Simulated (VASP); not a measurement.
Here is a VASP 6.6.1 calculation.

The input INCAR:

```
SYSTEM = NiO
ALGO     = Normal         ! electronic algorithm
EDIFF    = 1E-6           ! SCF threshold, eV
ENCUT    = 520            ! plane-wave cutoff, eV
ISIF     = 2              ! what is computed and relaxed
ISMEAR   = 0              ! smearing method
ISPIN    = 2              ! spin polarisation
LASPH    = .TRUE.         ! aspherical terms in the spheres
LCHARG   = .FALSE.        ! write CHGCAR
LDAU     = .TRUE.         ! DFT+U
LDAUJ    = 0 0          
LDAUL    = 2 -1           ! shell
LDAUPRINT= 1            
LDAUTYPE = 2            
LDAUU    = 6 0            ! U, eV
LMAXMIX  = 4              ! l up to which the mixer works
LORBIT   = 11             ! projections on sites
LREAL    = .FALSE.        ! projectors in reciprocal space
LWAVE    = .FALSE.        ! write WAVECAR
MAGMOM   = 0.04 0         ! initial moments
NBANDS   = 19             ! bands
NELM     = 120            ! most SCF steps
PREC     = Accurate       ! precision mode
SIGMA    = 0.05           ! smearing width, eV
```

Contents of KPOINTS:

```
k-points
0
G
  7 7 7
  0 0 0
```

Contents of POSCAR:

```
NiO
1.0
    0.0000000000      2.2835484600      2.2835484600
    2.2835484600      0.0000000000      2.2835484600
    2.2835484600      2.2835484600      0.0000000000
Ni O
1 1
Direct
    0.0000000000      0.0000000000      0.0000000000
    0.2500000000      0.2500000000      0.2500000000
```

Potentials or basis: VASP PAW LDA potentials, release 64 (Ni, O).

Run with:

```bash
$ cat potpaw_LDA.64/Ni/POTCAR potpaw_LDA.64/O/POTCAR > POTCAR
$ mpirun -np 1 vasp_std > vasp.out
```

Problem. What does it give for the net moment?

Solution. 0.00 μB per cell.

Problem. Estimate the pressure.

Solution. -30.4 GPa.

Eigenvalues of the final occupation matrices:
```
    site  spin  trace               eigenvalues
site 1 d     1   4.28  0.79 0.79 0.79 0.95 0.95
site 1 d     2   4.28  0.79 0.79 0.79 0.95 0.95
```

Caveat: a pressure of tens of GPa on the cell as given is suspect, and the run, the potentials or the cell itself is likely at fault. The state reached can hang on the start; a lower one may exist.
